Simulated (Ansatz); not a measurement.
**Smearing, entropy and the zero-width energy in InSb**

Theory: DFT PBE, scalar-relativistic, plane waves, PAW (Ansatz 0.2.0).

```yaml
crystal:
  lattice:
    - [5.92042, 0.00000, 0.00000]
    - [0.00000, 5.93800, 0.00000]
    - [0.00000, 0.00000, 3.22250]
  atoms:
    - { symbol: In, position: [0.00000, 0.00000, 0.00881] }
    - { symbol: In, position: [0.50000, 0.50000, 0.99120] }
    - { symbol: Sb, position: [0.00000, 0.50000, 0.27700] }
    - { symbol: Sb, position: [0.50000, 0.00000, 0.72300] }
```

The plane-wave cutoff is 420 eV. The Γ-centred k-mesh is 8×8×14 and the spin treatment is unpolarised.

The same metal under several smearings of width σ, on one mesh. F is the free energy, TS the smearing's entropy term for the cell of 4 atoms, and E = F + TS. Gaussian occupations are ½ erfc[(ε − μ)/σ], and N counts both spins. Spin–orbit coupling is left out, which shifts the bands of heavy elements.

```csv
rule,σ (eV),F − F(narrowest) (meV/atom),TS (meV/cell)
Fermi–Dirac,0.1,-7.342,59.157
Fermi–Dirac,0.3,-68.363,567.609
Gaussian,0.02,0.000,0.378
Gaussian,0.1,-1.064,8.791
Gaussian,0.2,-4.426,36.136
Gaussian,0.3,-10.066,80.999
```

Question: For a density of states N (both spins) that is flat over the smeared range, TS = Nσ²/2 (Gaussian) and (π²/3)Nσ² (Fermi–Dirac). What N does each run give?

Answer:
```
       rule  σ (eV) N (states/eV a cell)
Fermi–Dirac     0.1                  1.80
Fermi–Dirac     0.3                  1.92
   Gaussian    0.02                  1.89
   Gaussian     0.1                  1.76
   Gaussian     0.2                  1.81
   Gaussian     0.3                  1.80
```

Equal entropy needs σ_Gauss = π√(2/3) σ_FD = 2.57 σ_FD, so a Fermi–Dirac width acts like a Gaussian one 2.57 times as large. At moderate widths N lies between 1.76 and 1.81, nearly constant, so the density of states is smooth near the Fermi level and the mesh resolves it. At the narrowest widths only the few mesh levels within σ of μ count, so N can scatter there.

Question: To second order F = E0 − TS/2 and E = E0 + TS/2. How well does E0 = (E + F)/2 undo the smearing?

Answer:
```tsv
rule	σ (eV)	F − E0(narrowest) (meV/atom)	(E + F)/2 − E0(narrowest) (meV/atom)
Fermi–Dirac	0.1	-7.39	0.01
Fermi–Dirac	0.3	-68.41	2.54
Gaussian	0.02	-0.05	0.00
Gaussian	0.1	-1.11	-0.01
Gaussian	0.2	-4.47	0.04
Gaussian	0.3	-10.11	0.01
```

At Gaussian 0.3 eV the free energy is off by -10.11 meV/atom and the mean by 0.01. What remains is of order σ⁴ plus the mesh error of the narrowest run, which is no exact reference. Forces and stress are derivatives of F, not of E0, so they keep the σ² error.

This form isn't the usual stable structure of the compound.